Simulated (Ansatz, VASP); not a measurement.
# Cross-check of BiC31 (Bi_C) between VASP and Ansatz

Wanted: the spread between two codes on one cell, functional and k mesh. The cell is taken from a series of runs on this material, whose earlier steps may have relaxed, scaled, displaced or heated it; both programs get it as it stands.

Calculated with Ansatz 0.2.0; plane waves, with VASP 6.6.1 beside it; single point at PBE0 form with 17 % exact exchange with an exact-exchange share of 0.17.

In doubt: a hybrid run on one k-point, which bears on gaps, levels and energies.

### Step 1. The starting structure

The cell holds 32 atoms: 31 C and 1 Bi. Cell: a = 6.186 Å, b = 6.186 Å, c = 6.186 Å, α = 109.5°, β = 109.5°, γ = 109.5°. It derives from C (C (Fd-3m)). Nearest the centre at fractional (0.250, 0.250, 0.250): Bi32 at 0.01 Å, C1 at 1.91 Å, C10 at 1.91 Å, C7 at 1.92 Å, C6 at 1.94 Å, C21 at 2.57 Å, C18 at 2.58 Å, C26 at 2.58 Å. The cell carries charge +2.

Coordinates:

```
C Bi
1.0
    -3.57156    3.57156    3.57156
     3.57156   -3.57156    3.57156
     3.57156    3.57156   -3.57156
C Bi
31 1
Direct
  0.94021 0.94087 0.94272
  0.99531 0.25081 0.75648
  0.01184 0.50796 0.50689
  0.99301 0.75533 0.24973
  0.25016 0.99595 0.75647
  0.25015 0.25082 0.56370
  0.25016 0.56070 0.25265
  0.25015 0.75600 0.99592
  0.50730 0.01248 0.50687
  0.56010 0.25083 0.25265
  0.50500 0.50565 0.01133
  0.48846 0.74626 0.74519
  0.75469 0.99364 0.24973
  0.75535 0.25081 0.99592
  0.74561 0.48910 0.74519
  0.74496 0.74562 0.49073
  0.98988 0.99053 0.73509
  0.99815 0.25081 0.50830
  0.99763 0.51453 0.24871
  0.98642 0.73453 0.98497
  0.25016 0.99881 0.50831
  0.25016 0.51110 0.99539
  0.25015 0.75039 0.74802
  0.51389 0.99827 0.24870
  0.51045 0.25081 0.99537
  0.50216 0.50282 0.76030
  0.50268 0.76706 0.50123
  0.73388 0.98707 0.98497
  0.74974 0.25079 0.74801
  0.76644 0.50336 0.50125
  0.75057 0.75120 0.24843
  0.25016 0.25078 0.24945
```

### Step 2. Ansatz: single point, PBE0 form with 17 % exact exchange with an exact-exchange share of 0.17

Ansatz runs on its default PAW (the set named soft_2) files.

With cell and atoms fixed, the geometry can't cause a difference; cores, projectors, grids and the points listed under the comparison can.

The input, input.yaml:

```yaml
crystal:
  checkpoint: "../qp2_M1.relax.run"
  host: checkpoint
total_charge: 2
basis:
  ecutwfc: 420
  xc_grid: 2
hamiltonian:
  xc: { preset: pbe0, exx: 0.17 }
kpoints:
  mp_grid: { grid: [1, 1, 1] }
magnetization:
  spin_polarized: true
  initial_magnetization: 1
  spin_locking: { lock_magnetization: hard }
scf:
  occupations: { method: fixed }
  max_iter: 100
output:
  forces: true
  charged_corrections:
    epsilon: 5.87
    static_epsilon: 5.87
    defect_position: [0.25, 0.25, 0.25]
  eigenvalues: true
  eigenstates: { localisation: true }
  populations: true
  efg: {}
  write_density: true
  write_potential: true
  volumetric_format: npy
checkpoint:
  read: "../qp2_M1.relax.run"
  write: "../qp2_M1.hyb.run"
  compress: false
  write_wavefunctions: false
  write_every: 100000
```

Command:

```console
ansatz run input.yaml --threads 4 --pin off --max-ram 9420MiB --backend cpu --events-out ev --progress --plain --runs-dir out
```

Numbers of over 12 decimals in the logs are rounded to 6 here.

The program printed:

```text
Warning: checkpoint.read: hamiltonian.xc differs: saved pbe, current {"exchange":"pbe","correlation":"pbe","exx":{"coeff":0.17,"omega":null}}; the SCF iterates under this deck's functional from the saved state
crystal.checkpoint: the structure is that of <dir>, a `relax` run, at its step 13: its result, under pbe at a charge of 2 e; 32 atoms read, 0 with a starting moment; this deck's functional is {"exchange":"pbe","correlation":"pbe","exx":{"coeff":0.17,"omega":null}}; crystal.structure_sha256 for this input is
Bi: output.efg is read without spin–orbit coupling, which moves field gradients at and beside such atoms by some per cent and up to a factor of two; PAW files take it under magnetization.noncollinear and magnetization.spin_orbit
Engine: ansatz 0.2.0, aarch64-unknown-linux-gnu
Pseudopotentials: kind: paw
Pseudopotential: C, paw, valence charge 4, recommended cutoff 420 eV (normal), C.paw.azcp
Pseudopotential: Bi, paw, valence charge 15, recommended cutoff 420 eV (normal), Bi.paw.azcp
Functional definition: unnamed
  parameter a_1 = 0.17
  exchange = (1 - a_1)*pbe_x + a_1*exact_x
  correlation = pbe_c
davidson cushion auto → on  (no smearing: the cushion is to keep the highest requested band from converging to the state above it; pin scf.eigensolver.cushion to override)
Crystal: 32 atoms, lattice volume = 182.236 Å³
Basis set: ecut = 420 eV, 3559 PW (Γ), exchange–correlation on 90×90×90 points (8 copies of the dense FFT grid, shifted against one another)
Bands: 101, of which v1, the nominal top of the filled ones, is band 69 counted from 1 (68 counted from 0)
Symmetry: 1 space group operations
Space group: P1 (ITA 1), of the structure as read, at distance tolerance 5.7e-5 Å
Magnetic group: BNS 1.1 (UNI 1), of the structure as read, at distance tolerance 5.7e-5 Å
k-points: 1
Non-local potential: C, projectors of the file, l = 0: 2, l = 1: 2, l = 2: 1
Non-local potential: Bi, projectors of the file, l = 0: 2, l = 1: 2, l = 2: 2, l = 3: 2
PAW form: soft (Blöchl's): semilocal exchange-correlation on the pseudo side does not see the compensation charge
PAW frozen core: C, regenerated for the run's functional, and the local potential with it (the file was generated under x = pbe(κ = 0.804, μ = 0.219515), c = pbe(β = 0.066725))
PAW frozen core: Bi, regenerated for the run's functional, and the local potential with it (the file was generated under x = pbe(κ = 0.804, μ = 0.219515), c = pbe(β = 0.066725))
PAW one-centre angular grid: C, 110 points (default); XC on 64 Gauss nodes
PAW one-centre angular grid: Bi, 590 points (default); XC on 64 Gauss nodes
Initial density: read from a saved state, or passed on in memory by an earlier SCF of this step, an earlier step, the calling program or the single point that the run made first
Starting moments: Σ|m| = 1 μB on 32 of 32 sites; this step starts from the density that it was given
Initial wavefunctions: pseudopotential atomic-orbital guess
Functional: x = pbe(κ = 0.804, μ = 0.219515), c = pbe(β = 0.066725), warm-up for x = 0.83 pbe(κ = 0.804, μ = 0.219515) + 0.17 exact, c = pbe(β = 0.066725)
iter 1 solved again at ethr=1.94e-7 eV; its pass at ethr=1.00e-1 eV (dr2=2.66e-4 eV) is discarded
SCF iter   1: F=—  HF=-20180.697899 eV  |F-HF|=—  |Δ(HF+E_count)|=         —  Δρ=8.63e-5 (↑8.63e-5 ↓8.52e-5)  dr2=3.53e-5  dr2_m=1.93e-8  M=1.000 μB ∫|m|=1.069 μB  β_m=0.30  ethr=1.94e-7  ⟨swp⟩=9.0  Hψ=1887  notcnv=0
preconditioner: auto → none  [insulator: Δε(μ)=0.572 eV  Ē_g=17.674 eV  n_scr=54 (ndim 8)  ℏωp=32.2 eV  f_vac=0.000]
SCF iter   2: F=—  HF=-20180.697889 eV  |F-HF|=—  |Δ(HF+E_count)|=   1.07e-5  Δρ=5.08e-5 (↑5.08e-5 ↓4.99e-5)  dr2=9.89e-6  dr2_m=1.56e-9  M=1.000 μB ∫|m|=1.069 μB  β_m=0.45  ethr=2.58e-8  ⟨swp⟩=3.0  Hψ=468  notcnv=0
iter 3 solved again at ethr=5.40e-10 eV; its pass at ethr=7.22e-9 eV (dr2=7.40e-7 eV) is discarded
SCF iter   3: F=-20180.697884 eV  HF=-20180.697885 eV  |F-HF|=4.91e-7  |Δ(HF+E_count)|=   3.88e-6  Δρ=1.29e-5 (↑1.29e-5 ↓1.28e-5)  dr2=7.57e-7  dr2_m=4.90e-10  M=1.000 μB ∫|m|=1.069 μB  ethr=5.40e-10  ⟨swp⟩=3.0  Hψ=957  notcnv=0
SCF 1 stopped early in 3 iterations: F = -20180.697884 eV  dr2 = 7.57e-7
  greatest PAW one-centre occupation: 0.988 electrons in one spin orbital (limit 2), on the Bi atom at site 21 (counted from 0), in its partial waves of l = 2
Initial density: handed on by an earlier stage of this run
Initial wavefunctions: those handed on with the density
Functional: x = 0.83 pbe(κ = 0.804, μ = 0.219515) + 0.17 exact, c = pbe(β = 0.066725)
[...]
atom   7  C  V_zz =    +1.399177   η = 0.9850   by run symmetry: allowed
            electrostatic potential = -422.399777 V   contact ρ = 864.873530 e/Å³   contact ρ_s (e/Å³): all electrons +0.015641, valence +0.056117
  atom   8  C  V_zz =    +0.450634   η = 0.9704   by run symmetry: allowed
            electrostatic potential = -421.513597 V   contact ρ = 864.766706 e/Å³   contact ρ_s (e/Å³): all electrons +0.017710, valence +0.056192
  atom   9  C  V_zz =    -1.429779   η = 0.8162   by run symmetry: allowed
            electrostatic potential = -421.696263 V   contact ρ = 864.704615 e/Å³   contact ρ_s (e/Å³): all electrons -0.004654, valence +0.012458
  atom  10  C  V_zz =    +1.398724   η = 0.9849   by run symmetry: allowed
[...]
electrostatic potential = -421.696071 V   contact ρ = 864.704955 e/Å³   contact ρ_s (e/Å³): all electrons -0.004648, valence +0.012485
  atom  14  C  V_zz =    +0.450266   η = 0.9706   by run symmetry: allowed
            electrostatic potential = -421.513624 V   contact ρ = 864.766796 e/Å³   contact ρ_s (e/Å³): all electrons +0.017719, valence +0.056217
  atom  15  C  V_zz =    -1.429770   η = 0.8163   by run symmetry: allowed
            electrostatic potential = -421.696102 V   contact ρ = 864.704828 e/Å³   contact ρ_s (e/Å³): all electrons -0.004617, valence +0.012510
  atom  16  C  V_zz =    +0.449175   η = 0.9678   by run symmetry: allowed
            electrostatic potential = -421.513170 V   contact ρ = 864.766994 e/Å³   contact ρ_s (e/Å³): all electrons +0.017786, valence +0.056344
  atom  17  C  V_zz =    -0.712238   η = 0.6974   by run symmetry: allowed
            electrostatic potential = -421.281342 V   contact ρ = 864.733695 e/Å³   contact ρ_s (e/Å³): all electrons -0.024709, valence +0.000266
  atom  18  C  V_zz =    +0.260920   η = 0.0178   by run symmetry: allowed
            electrostatic potential = -421.191909 V   contact ρ = 864.771406 e/Å³   contact ρ_s (e/Å³): all electrons -0.042959, valence -0.014213
  atom  19  C  V_zz =    -0.951031   η = 0.5476   by run symmetry: allowed
            electrostatic potential = -421.494223 V   contact ρ = 864.654085 e/Å³   contact ρ_s (e/Å³): all electrons -0.023074, valence -0.013609
  atom  20  C  V_zz =    -0.950767   η = 0.5469   by run symmetry: allowed
            electrostatic potential = -421.493683 V   contact ρ = 864.654250 e/Å³   contact ρ_s (e/Å³): all electrons -0.023087, valence -0.013619
  atom  21  C  V_zz =    +0.260017   η = 0.0257   by run symmetry: allowed
            electrostatic potential = -421.191432 V   contact ρ = 864.771488 e/Å³   contact ρ_s (e/Å³): all electrons -0.042949, valence -0.014222
  atom  22  Bi V_zz =   +65.634500   η = 0.0007   by run symmetry: allowed
            electrostatic potential = -17834.594092 V   contact ρ = 17876431.080713 e/Å³   contact ρ_s (e/Å³): all electrons -3.230436, valence -3.269487
  atom  23  C  V_zz =    -0.712486   η = 0.6934   by run symmetry: allowed
            electrostatic potential = -421.281970 V   contact ρ = 864.733594 e/Å³   contact ρ_s (e/Å³): all electrons -0.024708, valence +0.000235
  atom  24  C  V_zz =    -0.636760   η = 0.9508   by run symmetry: allowed
            electrostatic potential = -422.083331 V   contact ρ = 864.549376 e/Å³   contact ρ_s (e/Å³): all electrons -0.014746, valence +0.012410
  atom  25  C  V_zz =    -0.951231   η = 0.5460   by run symmetry: allowed
            electrostatic potential = -421.493735 V   contact ρ = 864.654206 e/Å³   contact ρ_s (e/Å³): all electrons -0.023074, valence -0.013612
  atom  26  C  V_zz =    -0.713030   η = 0.6938   by run symmetry: allowed
            electrostatic potential = -421.281918 V   contact ρ = 864.733450 e/Å³   contact ρ_s (e/Å³): all electrons -0.024702, valence +0.000243
  atom  27  C  V_zz =    +0.261351   η = 0.0255   by run symmetry: allowed
            electrostatic potential = -421.191484 V   contact ρ = 864.771649 e/Å³   contact ρ_s (e/Å³): all electrons -0.042955, valence -0.014185
  atom  28  C  V_zz =    -0.950993   η = 0.5479   by run symmetry: allowed
            electrostatic potential = -421.494296 V   contact ρ = 864.654055 e/Å³   contact ρ_s (e/Å³): all electrons -0.023075, valence -0.013609
  atom  29  C  V_zz =    -0.951131   η = 0.5476   by run symmetry: allowed
            electrostatic potential = -421.494040 V   contact ρ = 864.654099 e/Å³   contact ρ_s (e/Å³): all electrons -0.023097, valence -0.013627
  atom  30  C  V_zz =    -0.636075   η = 0.9519   by run symmetry: allowed
            electrostatic potential = -422.083026 V   contact ρ = 864.549389 e/Å³   contact ρ_s (e/Å³): all electrons -0.014742, valence +0.012431
  atom  31  C  V_zz =    -0.951617   η = 0.5469   by run symmetry: allowed
            electrostatic potential = -421.494162 V   contact ρ = 864.654054 e/Å³   contact ρ_s (e/Å³): all electrons -0.023085, valence -0.013619
  atom  32  C  V_zz =    -0.636612   η = 0.9529   by run symmetry: allowed
            electrostatic potential = -422.082833 V   contact ρ = 864.549702 e/Å³   contact ρ_s (e/Å³): all electrons -0.014751, valence +0.012459
--- Charged-cell corrections in eV (Makov–Payne, q = +2.000 e, ε = 5.870) ---
  F (periodic)     = -20184.137470  (uncorrected; the corrections below are reported, never added to it)
  E_corr1          = +2.499570  (monopole, q²α_M/2εL)
  F Makov-Payne    = -20181.637900  (F + E_corr1; no measured alignment; for a localised charge, not one spread in a band: unchecked)
  no potential alignment in this run, which stands beside a crystal: run the host's input off ansatz write-host-input, and read the two finished runs by ansatz place-levels (neither reads a slab, a wire or a sheet, whose cell leaves a vacuum)
--- Band table (eV) ---
  k-point 0 ↑: bands = [... 65 lower, 12.7269, 14.7942, 14.7945, 15.1776, 19.2443, 20.0384, 20.2346, 20.2348, ... 28 higher]
  k-point 0 ↓: bands = [... 65 lower, 13.0069, 14.8451, 14.8455, 16.5219, 19.3438, 20.1094, 20.2690, 20.2692, ... 28 higher]
--- Löwdin populations: 32 sites ---
  site symbol       q [e]    m [muB]
     0      C      4.1651     0.0407
     1      C      3.9489     0.0528
     2      C      3.9578     0.0181
     3      C      3.9578     0.0182
     4      C      3.9489     0.0528
     5      C      4.1073     0.1920
     6      C      4.1652     0.0406
     7      C      3.9570     0.0371
     8      C      3.9578     0.0181
     9      C      4.1652     0.0406
    10      C      3.9489     0.0529
    11      C      3.9578     0.0182
    12      C      3.9578     0.0182
    13      C      3.9569     0.0371
    14      C      3.9578     0.0182
    15      C      3.9569     0.0371
    16      C      3.9513     0.0183
    17      C      3.9535     0.0203
    18      C      3.9496     0.0076
    19      C      3.9496     0.0076
    20      C      3.9535     0.0203
    21     Bi     13.1530     0.0643
    22      C      3.9512     0.0183
    23      C      3.9463     0.0229
    24      C      3.9496     0.0076
    25      C      3.9512     0.0183
    26      C      3.9535     0.0203
    27      C      3.9496     0.0076
    28      C      3.9496     0.0076
    29      C      3.9463     0.0229
    30      C      3.9496     0.0076
    31      C      3.9463     0.0229
  spilling = 0.003863 (of n_electrons = 137.000000)
```

[end of part 1 of 2]

[Lines on the potential files, build, host, timing and source positions are cut from VASP's logs without a mark.]

[Logs are printed without paths, hosts, clocks, repeated set-up lines and the standing remarks that a program may print on its own settings, such as how far it seeks lower states.]

[Hosts, paths, dates, database ids (printed as entryN), source tags and the programs' standing remarks are cut or masked in the printed files.]
